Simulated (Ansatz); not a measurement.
Cell and atoms are relaxed with the symmetry kept. Start:

```yaml
crystal:
  lattice:
    - [1.76511, -6.75928, 0.00000]
    - [1.76511, 6.75928, 0.00000]
    - [0.00000, 0.00000, 3.56517]
  atoms:
    - { symbol: Ti, position: [0.89688, 0.10312, 0.75000] }
    - { symbol: Ti, position: [0.10312, 0.89688, 0.25000] }
    - { symbol: Si, position: [0.55825, 0.44175, 0.75000] }
    - { symbol: Si, position: [0.44175, 0.55825, 0.25000] }
    - { symbol: Si, position: [0.24969, 0.75031, 0.75000] }
    - { symbol: Si, position: [0.75031, 0.24969, 0.25000] }
```

Method: Ansatz, DFT PBE, scalar-relativistic, plane waves, PAW.

Settings: cutoff 420 eV, Γ-centred mesh 10×10×10 on the computed 6-atom cell, Gaussian smearing of 0.10 eV; no spin polarisation.

What does it relax to?

The volume rises by 0.17 Å³/atom to 14.35 Å³/atom, and the energy falls by 1.3 meV/atom. Final structure:
```
CELL_PARAMETERS angstrom
1.77380 -6.78034 0.00000
1.77380 6.78034 0.00000
0.00000 0.00000 3.57922
ATOMIC_POSITIONS crystal
Ti 0.89682 0.10318 0.75000
Ti 0.10318 0.89682 0.25000
Si 0.55915 0.44085 0.75000
Si 0.44085 0.55915 0.25000
Si 0.24983 0.75017 0.75000
Si 0.75017 0.24983 0.25000
```

This form isn't the usual stable structure of the compound.